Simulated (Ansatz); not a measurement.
Ge:

```
Ge
1.0
     5.93000    0.00000    0.00000
     0.00000    5.93000    0.00000
     0.00000    0.00000    6.98000
Ge
12
Direct
  0.37500 0.16670 0.75000
  0.33330 0.87500 0.50000
  0.62500 0.83330 0.25000
  0.66670 0.12500 0.00000
  0.87500 0.33330 0.50000
  0.83330 0.62500 0.75000
  0.12500 0.66670 0.00000
  0.16670 0.37500 0.25000
  0.57500 0.42500 0.25000
  0.92500 0.92500 0.50000
  0.42500 0.57500 0.75000
  0.07500 0.07500 0.00000
```

This isn't the form of Ge at room conditions, which is diamond.

| Item | Value |
| --- | --- |
| Program | Ansatz 0.2.0 |
| Task | relaxation of cell and atoms |
| Functional | PBEsol |
| Dispersion | D3(BJ) |
| Potentials or basis | Ansatz PAW |
| Cutoff | 420 eV (not typed: the program's choice for these potentials) |
| k mesh | 5 × 5 × 4 |
| Occupations | fermi-dirac, width 0.05 eV |
| Spin | no spin polarisation |

At the start: volume 20.45 Å³/atom.

Question: Where does the relaxation end?

Answer: It ends after 5 steps and the volume is 19.57 Å³/atom (-4.3 %); space group P4_32_12 (No. 96, to 0.05 Å).

Step by step:
```csv
step,energy change (eV),largest force (eV/Å),volume (Å³)
1,0.0000,0.8502,245.45
2,-0.2485,0.1210,231.36
3,-0.2789,0.0257,234.45
4,-0.2794,0.0056,234.81
5,-0.2775,0.0055,234.81
```

Final structure:
```cif
data_structure
_symmetry_space_group_name_H-M 'P 1'
_symmetry_Int_Tables_number 1
_cell_length_a 5.8680
_cell_length_b 5.8680
_cell_length_c 6.8194
_cell_angle_alpha 90.000
_cell_angle_beta 90.000
_cell_angle_gamma 90.000
_cell_volume 234.81
loop_
_atom_site_label
_atom_site_type_symbol
_atom_site_fract_x
_atom_site_fract_y
_atom_site_fract_z
_atom_site_occupancy
Ge1 Ge 0.36833 0.17395 0.73597 1
Ge2 Ge 0.32605 0.86833 0.48597 1
Ge3 Ge 0.63167 0.82605 0.23597 1
Ge4 Ge 0.67395 0.13167 0.98597 1
Ge5 Ge 0.86833 0.32605 0.51403 1
Ge6 Ge 0.82605 0.63167 0.76403 1
Ge7 Ge 0.13167 0.67395 0.01403 1
Ge8 Ge 0.17395 0.36833 0.26403 1
Ge9 Ge 0.59100 0.40900 0.25000 1
Ge10 Ge 0.90900 0.90900 0.50000 1
Ge11 Ge 0.40900 0.59100 0.75000 1
Ge12 Ge 0.09100 0.09100 0.00000 1
```

Caveat: the plane-wave basis is chosen anew once the cell has moved, so the energies of steps on either side of that aren't comparable; the PAW data sets come from PBE, with cores solved anew for the run's functional, which leaves a small shift of forces and pressure.
